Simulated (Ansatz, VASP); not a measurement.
Two plane-wave programs on Mg

POSCAR

```
Mg
1.0
    3.2099988915      0.0000000000      0.0000000000
   -1.6049994458      2.7799405861      0.0000000000
    0.0000000000      0.0000000000      5.2130381998
Mg
2
Direct
    0.3333333333      0.6666666667      0.7500000000
    0.6666666667      0.3333333333      0.2500000000
```

The input INCAR.step1:

```
PREC = Accurate ; ENCUT = 520
ISMEAR = 0 ; SIGMA = 0.05
LREAL = F ; LASPH = T
NELM = 80 ; NBANDS = 9
GGA = PE ; ALGO = Normal
EDIFF = 1E-4 ; LWAVE = T
LCHARG = F
```

Contents of INCAR.step2:

```
PREC = Accurate ; ENCUT = 520
EDIFF = 1E-7 ; ISMEAR = 0
SIGMA = 0.05 ; LREAL = F
LASPH = T ; NELM = 80
ALGO = Normal ; ISIF = 2
LWAVE = F ; LCHARG = T
METAGGA = R2SCAN ; LMIXTAU = T
LELF = T ; LVHAR = T
NBANDS = 9 ; ISTART = 1
```

KPOINTS

```
regular mesh
0
Gamma
  12 12 8
```

Input for Ansatz:

```yaml
crystal:
  lattice:
    - [3.2099988915, 0.0, 0.0]
    - [-1.6049994458, 2.7799405861, 0.0]
    - [0.0, 0.0, 5.2130381998]
  atoms:
    - { symbol: Mg, position: [0.3333333333, 0.6666666667, 0.75] }
    - { symbol: Mg, position: [0.6666666667, 0.3333333333, 0.25] }
basis:
  ecutwfc: 500
  ecutrho_ratio: 4
kpoints:
  mp_grid: { grid: [12, 12, 8] }
hamiltonian:
  xc: r2scan
scf:
  occupations: { method: gaussian, width: 0.05 }
output:
  forces: true
  stress: true
  eigenvalues: true
  eigenstates:
    nscf_kmesh: { grid: [22, 22, 12] }
    de_dk: true
    e_range: [-2.5, 2.5]
  write_density: true
  write_potential: true
  elf: true
  volumetric_format: npy
```

Alike in both runs: task single point; functional r2SCAN; k mesh 12 × 12 × 8; occupations gaussian, width 0.05 eV; no spin polarisation.

```csv
,VASP,Ansatz
version,VASP 6.6.1,Ansatz 0.2.0
potentials or method,"VASP PAW PBE potentials, release 64 (Mg)","scalar-relativistic, plane waves, PAW"
plane-wave cutoff (eV),520,500
valence electrons in the cell,4,20
```

VASP gave:

- gap on the k mesh at the Fermi level (eV): none
- pressure (GPa): -1.4
- largest component of the traceless stress (GPa): 0.70

Problem. What did Ansatz give for the same quantities?

Solution. gap on the k mesh at the Fermi level (eV): none; pressure (GPa): -1.2; largest component of the traceless stress (GPa): 0.69.

A gap of «none» marks a metal or a gap that the smearing closes. With one functional, cell and mesh, what is left measures potentials, basis and numerics. The two sets of potentials don't hold the same shells in valence.

Caveats: the PAW data sets were made with another functional, which shifts forces and pressure a little (VASP).
